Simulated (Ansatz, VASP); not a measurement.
Given: the input of a run of Ansatz 0.2.0 on TePb. 

The input input.yaml:

```yaml
crystal:
  lattice:
    - [0.0, 3.231, 3.231]
    - [3.231, 0.0, 3.231]
    - [3.231, 3.231, 0.0]
  atoms:
    - { symbol: Pb, position: [0.0, 0.0, 0.0] }
    - { symbol: Te, position: [0.5, 0.5, 0.5] }
hamiltonian:
  xc: revpbe
  pseudopotentials: { kind: paw }
  dispersion: d3bj
kpoints:
  mp_grid: { grid: [7, 7, 7] }
scf:
  occupations: { method: fermi_dirac, width: 0.05 }
output:
  forces: true
  stress: true
  write_density: true
  write_potential: true
  elf: true
  volumetric_format: npy
relax:
  f_tol: 0.01
  max_steps: 40
  cell: { stress_tol: 0.05 }
```

Potentials or basis: Ansatz PAW.

Run with:

```console
$ ansatz run input.yaml --threads 2 --pin off --max-ram 5120MiB --backend cpu --events-out ev --progress --plain --runs-dir out
```

Question: Set up the same calculation for VASP 6.6.1. Potentials or basis there: PBE PAW files Pb_d, Te, 600 eV.

Answer: As run (cutoffs and basis follow the program's own potentials, and thresholds, step limits or extra output files can differ):

INCAR

```
SYSTEM = TePb
ALGO = Normal
EDIFF = 1E-6
EDIFFG = -0.02
ENCUT = 600
GGA = RE
IBRION = 2
ISIF = 3
ISMEAR = -1
IVDW = 12
LASPH = .True.
LCHARG = .False.
LREAL = .False.
LWAVE = .False.
NELM = 80
NSW = 40
PREC = Accurate
SIGMA = 0.05
```

Contents of KPOINTS:

```
k-points
0
Gamma
  7 7 7
  0 0 0
```

POSCAR

```
TePb
1.0
    0.0000000000      3.2310000000      3.2310000000
    3.2310000000      0.0000000000      3.2310000000
    3.2310000000      3.2310000000      0.0000000000
Pb Te
1 1
Direct
    0.0000000000      0.0000000000      0.0000000000
    0.5000000000      0.5000000000      0.5000000000
```

Potentials or basis: VASP PAW PBE potentials, release 64 (Pb_d, Te).

The run is started by

```bash
$ cat potpaw_PBE.64/Pb_d/POTCAR potpaw_PBE.64/Te/POTCAR > POTCAR
$ mpirun -np 1 vasp_std > vasp.out
```

Both were run:

|  | Ansatz | VASP |
| --- | --- | --- |
| Relaxed volume | 33.37 Å³/atom | 33.36 Å³/atom |
| Relaxed cell | a = 4.553 Å, b = 4.553 Å, c = 4.553 Å, α = 60.00°, β = 60.00°, γ = 60.00° | a = 4.553 Å, b = 4.553 Å, c = 4.553 Å, α = 60.00°, β = 60.00°, γ = 60.00° |
| Space group after relaxing | Fm-3m (No. 225) | Fm-3m (No. 225) |
| Pressure after relaxing | 0.0 GPa | 0.0 GPa |

Ansatz's pressure holds a Pulay term of +0.02 GPa for its cutoff of 420 eV, which the other run lacks.

The potentials hold 30 and 20 valence electrons a cell.

Ansatz's potentials were made for PBE. VASP's potentials were made for PBE.

Where Ansatz's input types no cutoff or centring, it takes its own default and a Γ-centred mesh.

Pressure is positive in compression.
